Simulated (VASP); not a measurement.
# MnS (F-43m) in VASP: settings compared

Aim: see how the results for MnS move with the level of theory and the settings. Levels: r2SCAN+U, PBEsol+U. Tasks: relaxation of the atoms, electric field gradients.

All numbers are computed with VASP 6.6.1; they aren't measurements. Logs are shortened: lines on timing, memory, paths and dates and some standing lists are left out, and cuts for length are marked.

**1. The crystal as given**

It takes space group F-43m (No. 216, cubic). Conventional cell: a = 4.947 Å, b = 4.947 Å, c = 4.947 Å, α = 90.00°, β = 90.00°, γ = 90.00°. Around Mn (site symmetry -43m) lie 4 S at 2.14 Å. S (site symmetry -43m) is surrounded by 4 Mn at 2.14 Å.

The cell is a database's computed one.

**2. Relaxation of the atoms, r2SCAN+U, collinear spin, ferromagnetic start (atoms moved at random, drawn with an rms of 0.02 Å)**

The input, run.py:

```python
from ase.calculators.vasp import Vasp
from ase.optimize import BFGS
from ase.spacegroup import crystal

atoms = crystal(
    ['Mn', 'S'],
    basis=[[0.001796, 0.998509, 0.998013], [0.750345, 0.752496, 0.751199]],
    spacegroup=1,
    setting=1,
    cellpar=[3.49800551, 3.49800551, 3.49800551, 60.0, 60.0, 60.0],
    primitive_cell=True,
)
atoms.set_initial_magnetic_moments([4.0, 0.0])
calc = Vasp(
    directory='calc',
    xc='r2scan',
    pp='PBE',
    setups='minimal',
    prec='Accurate',
    encut=500,
    ediff=1e-06,
    ismear=-1,
    sigma=0.05,
    lreal=False,
    lasph=True,
    nelm=120,
    algo='Normal',
    isif=2,
    lwave=True,
    lcharg=False,
    ispin=2,
    lorbit=11,
    lmaxmix=4,
    ldautype=2,
    ldauprint=1,
    lmixtau=True,
    ldau_luj={'Mn': {'L': 2, 'U': 2, 'J': 0}},
    kpts=[9, 9, 9],
    gamma=True,
)
atoms.calc = calc
opt = BFGS(atoms, trajectory='relax.traj')
converged = opt.run(fmax=0.02, steps=40)
print('converged:', converged)

print('energy (eV):', atoms.get_potential_energy())
print('free energy (eV):', atoms.get_potential_energy(force_consistent=True))
print('forces (eV/A):')
print(atoms.get_forces())
print('stress (eV/A^3, Voigt):', atoms.get_stress())
print('Fermi level (eV):', calc.get_fermi_level())
print('moment (muB):', atoms.get_magnetic_moment())
print('site moments (muB):', atoms.get_magnetic_moments())
print('cell (A, degrees):', atoms.cell.cellpar())
print('volume (A^3):', atoms.get_volume())
print('scaled positions:')
print(atoms.get_scaled_positions())
```

Potentials or basis: VASP PAW PBE potentials, release 64 (Mn, S).

Started as:

```console
$ python run.py
```

The log of the run:

```text
Step     Time          Energy          fmax
BFGS:    0 --:--:--      -22.299326        0.343739
BFGS:    1 --:--:--      -22.301835        0.167970
BFGS:    2 --:--:--      -22.302629        0.002465
converged: True
energy (eV): -22.29950736
free energy (eV): -22.30262896
forces (eV/A):
[[-0.00082183  0.0021831   0.0007964 ]
 [ 0.00082183 -0.0021831  -0.0007964 ]]
stress (eV/A^3, Voigt): [-3.02422466e-01 -3.02227693e-01 -3.02241078e-01 -7.10479160e-05
  1.71907889e-05  2.32645325e-05]
Fermi level (eV): 6.96909692
moment (muB): 4.3172898
site moments (muB): [4.038e+00 3.000e-03]
cell (A, degrees): [ 3.49800551  3.49800551  3.49800551 60.         60.         60.        ]
volume (A^3): 30.265403608237254
scaled positions:
[[1.08841762e-03 4.85585512e-04 9.99599373e-01]
 [7.51052582e-01 7.50519414e-01 7.49612627e-01]]
```

OUTCAR:

```text
ENCUT = 500.000000
   EDIFF = 1.00e-06
   METAGGA = R2SCAN
   PREC = Accurate
   ISIF = 2
   ISMEAR = -1
   ISPIN = 2
   LORBIT = 11
   NELM = 120
   LASPH = .TRUE.
   LREAL = .FALSE.

 ion  position               nearest neighbor table
   1  0.001  0.000  1.000-   2 2.14   2 2.14   2 2.14   2 2.14
   2  0.751  0.751  0.750-   1 2.14   1 2.14   1 2.14   1 2.14

  LATTYP: Found a face centered cubic cell.
 ALAT       =     4.9469268335

  Lattice vectors:

 A1 = (   3.4980055100,   0.0000000000,   0.0000000000)
 A2 = (   1.7490027550,   3.0293616342,   0.0000000000)
 A3 = (   1.7490027550,   1.0097872114,   2.8561095390)

Analysis of symmetry for initial positions (statically):
=====================================================================
 Subroutine PRICEL returns:
 Original cell was already a primitive cell.

 Routine SETGRP: Setting up the symmetry group for a
 face centered cubic supercell.

 Subroutine GETGRP returns: Found  1 space group operations
 (whereof  1 operations were pure point group operations)
 out of a pool of 48 trial point group operations.

The static configuration has the point symmetry C_1 .

Analysis of symmetry for dynamics (positions and initial velocities):
=====================================================================
 Subroutine PRICEL returns:
 Original cell was already a primitive cell.

 Routine SETGRP: Setting up the symmetry group for a
 face centered cubic supercell.

 Subroutine GETGRP returns: Found  1 space group operations
 (whereof  1 operations were pure point group operations)
 out of a pool of 48 trial point group operations.

The dynamic configuration has the point symmetry C_1 .

Analysis of structural, dynamic, and magnetic symmetry:
=====================================================================
 Subroutine PRICEL returns:
 Original cell was already a primitive cell.

 Routine SETGRP: Setting up the symmetry group for a
 face centered cubic supercell.

 Subroutine GETGRP returns: Found  1 space group operations
 (whereof  1 operations were pure point group operations)
 out of a pool of 48 trial point group operations.

The overall configuration has the point symmetry C_1 .

 Subroutine INISYM returns: Found  1 space group operations
 (whereof  1 operations are pure point group operations),
 and found     1 'primitive' translations

----------------------------------------------------------------------------------------

                                     Primitive cell

  volume of cell :      30.2654

  direct lattice vectors                    reciprocal lattice vectors
     3.498005510  0.000000000  0.000000000     0.285877194 -0.165051275 -0.116708876
     1.749002755  3.029361634  0.000000000     0.000000000  0.330102550 -0.116708876
     1.749002755  1.009787211  2.856109539     0.000000000  0.000000000  0.350126627

  length of vectors
     3.498005510  3.498005510  3.498005510     0.350126627  0.350126627  0.350126627

  position of ions in fractional coordinates (direct lattice)
     0.001088418  0.000485586  0.999599373
     0.751052582  0.750519414  0.749612627

  ion indices of the primitive-cell ions
   primitive index   ion index
                 1           1
                 2           2

----------------------------------------------------------------------------------------

[... 87 lines left out ...]
   IMIX   =      4    mixing-type and parameters
     AMIX     =   0.40;   BMIX     =  1.00
     AMIX_MAG =   1.60;   BMIX_MAG =  1.00
  volume/ion in A,a.u.               =      15.13       102.12
  Fermi-wavevector in a.u.,A,eV,Ry     =   1.235209  2.334207 20.758971  1.525741
  Thomas-Fermi vector in A             =   2.369868
   LORBIT       =     11    0 simple, 1 ext, 2 COOP (PROOUT), +10 PAW based schemes
 LDA+U is selected, type is set to LDAUTYPE =  2
   angular momentum for each species LDAUL =     2   -1
   U (eV)           for each species LDAUU =   2.0  0.0
   J (eV)           for each species LDAUJ =   0.0  0.0
   METAGGA = R2SCAN    functional components
   LHFCALC =     F    Hartree Fock is set to
   AEXX    =    0.0000 exact exchange contribution
   IVDW    =     0    specifies the selected vdW correction
   LEPSILON=     F    determine dielectric tensor
   LRPA    =     F    only Hartree local field effects (RPA)
 spin polarized calculation
  energy-cutoff  :      500.00
  volume of cell :       30.27
 maximum number of plane-waves:       779
 NGX is ok and might be reduce to    28
   NGX = 13   NGY = 13   NGZ = 13

atom =   1  type =  1  l = 2

 onsite density matrix

spin component  1

  0.8991  0.0000 -0.0000 -0.0120  0.0000
  0.0000  0.9076 -0.0000  0.0000 -0.0120
 -0.0000 -0.0000  0.8906 -0.0000  0.0000
 -0.0120  0.0000 -0.0000  0.9076  0.0000
  0.0000 -0.0120  0.0000  0.0000  0.8991

spin component  2

  0.1338 -0.0000  0.0000  0.0655 -0.0000
 -0.0000  0.0875 -0.0000 -0.0000  0.0654
  0.0000 -0.0000  0.1800  0.0000 -0.0000
  0.0655 -0.0000  0.0000  0.0875 -0.0000
 -0.0000  0.0654 -0.0000 -0.0000  0.1337

 occupancies and eigenvectors

  o =  0.0412  v =  0.0000  0.0000  0.0000  0.0000  0.0000  0.0072 -0.8165  0.0001 -0.0101  0.5772      0.0000  0.0000  0.0000  0.0000  0.0000  0.0000  0.0000  0.0000  0.0000  0.0000
  o =  0.0412  v =  0.0000  0.0000  0.0000  0.0000  0.0000 -0.5773 -0.0101  0.0000  0.8164  0.0072      0.0000  0.0000  0.0000  0.0000  0.0000  0.0000  0.0000  0.0000  0.0000  0.0000
  o =  0.1800  v =  0.0000  0.0000  0.0000  0.0000  0.0000 -0.0651 -0.5114 -0.4571 -0.0460 -0.7233      0.0000  0.0000  0.0000  0.0000  0.0000  0.0000  0.0000  0.0000  0.0000  0.0000
  o =  0.1800  v =  0.0000  0.0000  0.0000  0.0000  0.0000  0.3019  0.2306 -0.8389  0.2135  0.3263      0.0000  0.0000  0.0000  0.0000  0.0000  0.0000  0.0000  0.0000  0.0000  0.0000
  o =  0.1801  v =  0.0000  0.0000  0.0000  0.0000  0.0000  0.7558 -0.1362  0.2957  0.5345 -0.1926      0.0000  0.0000  0.0000  0.0000  0.0000  0.0000  0.0000  0.0000  0.0000  0.0000
  o =  0.8906  v = -0.5395  0.3136 -0.5176 -0.3815  0.4440  0.0000  0.0000  0.0000  0.0000  0.0000      0.0000  0.0000  0.0000  0.0000  0.0000  0.0000  0.0000  0.0000  0.0000  0.0000
  o =  0.8906  v = -0.2328  0.2634  0.8430 -0.1647  0.3724  0.0000  0.0000  0.0000  0.0000  0.0000      0.0000  0.0000  0.0000  0.0000  0.0000  0.0000  0.0000  0.0000  0.0000  0.0000
  o =  0.8906  v =  0.5669  0.4066 -0.1464  0.4009  0.5755  0.0000  0.0000  0.0000  0.0000  0.0000      0.0000  0.0000  0.0000  0.0000  0.0000  0.0000  0.0000  0.0000  0.0000  0.0000
  o =  0.9161  v =  0.0187 -0.8162  0.0003 -0.0265  0.5768  0.0000  0.0000  0.0000  0.0000  0.0000      0.0000  0.0000  0.0000  0.0000  0.0000  0.0000  0.0000  0.0000  0.0000  0.0000
  o =  0.9161  v = -0.5771 -0.0265  0.0000  0.8160  0.0187  0.0000  0.0000  0.0000  0.0000  0.0000      0.0000  0.0000  0.0000  0.0000  0.0000  0.0000  0.0000  0.0000  0.0000  0.0000

 number of electron      13.0000001 magnetization       4.3172898

 Free energy of the ion-electron system (eV)
  ---------------------------------------------------
  ext. energy  EPLUGINS =         0.00000000
  ---------------------------------------------------
  free energy    TOTEN  =       -22.30262896 eV

  energy without entropy =      -22.29638575  energy(sigma->0) =      -22.29950736

 E-fermi :   6.9691     XC(G=0): -11.5584

 val. band max:        6.9166507418   @ k =   0.0000  -0.3333   0.3333
 cond. band min:       6.9759148466   @ k =   0.4444   0.3333   0.1111
 fundamental gap:      0.0592641048
 Fermi energy:         6.9690969248

 spin component 1

 k-point     1 :       0.0000    0.0000    0.0000
  band No.  band energies     occupation
      1      -9.7157      1.00000
      2      -0.0979      1.00000
      3      -0.0977      1.00000
      4      -0.0975      1.00000
      5       2.3283      1.00000
      6       2.3283      1.00000
      7       8.4480      0.00000
      8       8.4483      0.00000
      9       8.4487      0.00000
     10      10.3623      0.00000
     11      13.9844      0.00000
     12      13.9845      0.00000
[... 697 lines left out ...]
      1      -8.9105      1.00000
      2       1.4088      1.00000
      3       2.4308      1.00000
      4       2.4360      1.00000
      5       8.0591      0.00000
      6       8.8982      0.00000
      7      10.6544      0.00000
      8      11.3299      0.00000
      9      12.0120      0.00000
     10      12.9459      0.00000
     11      14.9430      0.00000
     12      16.1377      0.00000

 [... further k-points ...]
[... 5 lines left out ...]
  --------------------------------------------------------------------------------------
  -------------------------------------------------------------------------------------
  Total        9.1529340      9.1470391      9.1474442     -0.0007590      0.0021503     -0.0005203
  in kB      484.5342051    484.2221444    484.2435887     -0.0401808      0.1138309     -0.0275427
  external PRESSURE =     484.3333127 kB  Pullay stress =       0.0000000 kB

 VOLUME and BASIS-vectors are now :
 -----------------------------------------------------------------------------
  energy-cutoff  :      500.00
  volume of cell :       30.27
      direct lattice vectors                 reciprocal lattice vectors
     3.498005510  0.000000000  0.000000000     0.285877194 -0.165051275 -0.116708876
     1.749002755  3.029361634  0.000000000     0.000000000  0.330102550 -0.116708876
     1.749002755  1.009787211  2.856109539     0.000000000  0.000000000  0.350126627

 POSITION                                       TOTAL-FORCE (eV/Angst)
 -----------------------------------------------------------------------------------
      1.75296      1.01085      2.85497        -0.000822      0.002183      0.000796
      5.25092      3.03054      2.14098         0.000822     -0.002183     -0.000796
 -----------------------------------------------------------------------------------
    total drift:                               -0.000506      0.000196      0.000417

  FREE ENERGIE OF THE ION-ELECTRON SYSTEM (eV)
  ---------------------------------------------------
  free  energy   TOTEN  =       -22.3026289615 eV

  energy  without entropy=      -22.2963857515  energy(sigma->0) =      -22.29950736

 total charge

# of ion       s       p       d       tot
------------------------------------------
    1        0.375   0.507   5.097   5.979
    2        1.324   2.635   0.000   3.958
--------------------------------------------------
tot          1.699   3.141   5.097   9.937

 magnetization (x)

# of ion       s       p       d       tot
------------------------------------------
    1        0.063   0.101   3.874   4.038
    2        0.005  -0.002   0.000   0.003
--------------------------------------------------
tot          0.068   0.099   3.874   4.041
```

INCAR:

```text
ENCUT = 500.000000
SIGMA = 0.050000
EDIFF = 1.00e-06
ALGO = Normal
METAGGA = R2SCAN
PREC = Accurate
ISIF = 2
ISMEAR = -1
ISPIN = 2
LDAUPRINT = 1
LDAUTYPE = 2
LMAXMIX = 4
LORBIT = 11
NELM = 120
LASPH = .TRUE.
LCHARG = .FALSE.
LWAVE = .TRUE.
LMIXTAU = .TRUE.
LREAL = .FALSE.
LDAU = .TRUE.
LDAUL = 2 -1
LDAUU = 2.000 0.000
LDAUJ = 0.000 0.000
MAGMOM = 1*4.0000 1*0.0000
```

Wall time 19 min (1 thread of Intel Xeon 6975P-C (Granite Rapids), shared host); peak memory 0.35 GiB.

What came out:

| Item | Value |
| --- | --- |
| Free energy | -22.3026 eV |
| Energy gained by relaxing | 1.7 meV/atom |
| Ionic steps | 3 |
| Pressure after relaxing | 48.4 GPa |
| Band gap on the k mesh | none (metal or under the smearing width) |
| Net moment | 4.32 μB per cell |
| Site moments | Mn +4.04; S +0.00 μB |
| Valence electrons inside the program's atomic spheres | Mn 5.98; S 3.96 |

Forces in eV/Å, atoms in the order of the input:
```
Mn  -0.001  0.002  0.001
S    0.001 -0.002 -0.001
```

Step by step:
```csv
step,energy change (eV),largest force (eV/Å),pressure (GPa)
1,0.0000,0.3437,48.53
2,-0.0025,0.1680,48.46
3,-0.0033,0.0025,48.43
```

Final structure:
```
CELL_PARAMETERS angstrom
3.49801 0.00000 0.00000
1.74900 3.02936 0.00000
1.74900 1.00979 2.85611
ATOMIC_POSITIONS crystal
Mn 0.00109 0.00049 0.99960
S 0.75105 0.75052 0.74961
```

Eigenvalues of the final occupation matrices:
```tsv
site	spin	trace	eigenvalues
site 1 d	1	4.50	0.89 0.89 0.89 0.92 0.92
site 1 d	2	0.62	0.04 0.04 0.18 0.18 0.18
```

Caveat: the PAW data sets were made with another functional, which shifts forces and pressure a little; a cell with one magnetic atom can't hold antiferromagnetic order, which such compounds often take.

(Part 1 of 2 ends here.)
